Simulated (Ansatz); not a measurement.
**Ti under changes of volume**

One of the cells (16.731 Å³/atom); the others are scaled copies at fixed shape and fractional positions:

```
Ti
1.0
     0.00000    2.03000    2.03000
     2.03000    0.00000    2.03000
     2.03000    2.03000    0.00000
Ti
1
Direct
  0.00000 0.00000 0.00000
```

This isn't the form of Ti at room conditions, which is hcp.

```yaml
Program: Ansatz 0.2.0
Functional: PBEsol
Potentials_or_basis: all-electron LAPW, scalar-relativistic
Cutoff: 242 eV (chosen from the basis error)
Basis_error_allowed: 0.0005 eV/atom
k_mesh: 11 × 11 × 11
Occupations: fermi-dirac, width 0.05 eV
Spin: no spin polarisation
```

```tsv
volume (Å³/atom)	energy over the lowest point (meV/atom)	pressure (GPa)
15.727	18.43	7.2
16.062	6.80	4.4
16.396	?	?
16.731	0.00	-0.5
17.065	3.81	-2.7
17.400	11.86	-4.6
17.735	23.77	-6.4
```

**Question.** What does the run at 16.396 Å³/atom give?

**Answer.** Energy over the lowest point 0.84 meV/atom; pressure 1.8 GPa.

Worked out: A Birch-Murnaghan fit of order 3 (a polynomial in V^(-2/3)) to the other rows has its minimum at 16.62 Å³/atom with B0 = V·E''(V) = 114 GPa and B' = 3.8. It gives 0.84 meV/atom at 16.396 Å³/atom, against the run's 0.84, and -dE/dV = 1.6 GPa, against 1.8.

Energies are extrapolated to zero smearing.
